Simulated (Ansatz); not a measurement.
NaH in Ansatz: the effect of functional

The system is NaH.

```xyz
2
Lattice="0.0000 2.4236 2.4236 2.4236 0.0000 2.4236 2.4236 2.4236 0.0000" Properties=species:S:1:pos:R:3 pbc="T T T"
Na    0.0000    0.0000    0.0000
H     2.4236    2.4236    2.4236
```

The cell isn't the ideal one: volume scaled by 0.98.

Alike in all runs:

```yaml
Program: Ansatz 0.2.0
Task: single point
Potentials_or_basis: Ansatz PAW
k_mesh: 9 × 9 × 9
Occupations: fermi-dirac, width 0.05 eV
Spin: no spin polarisation
```

```tsv
functional	cutoff	gap on the mesh (eV)	pressure (GPa)
LDA	420 eV (not typed: the program's choice for these potentials)	?	?
PBEsol	420 eV (not typed: the program's choice for these potentials)	3.86	-0.8
r2SCAN	500 eV (not typed: the program's choice for these potentials)	4.64	-0.7
```

Q: What does the run with functional LDA give?

A: gap on the mesh 3.70 eV; pressure -2.3 GPa.

Caveats: odd divisions of the mesh miss points on the zone boundary, where band edges often lie, so the gap on the mesh can be too wide; the PAW data sets come from PBE, with cores solved anew for the run's functional, which leaves a small shift of forces and pressure.

A k mesh can miss the band edges.
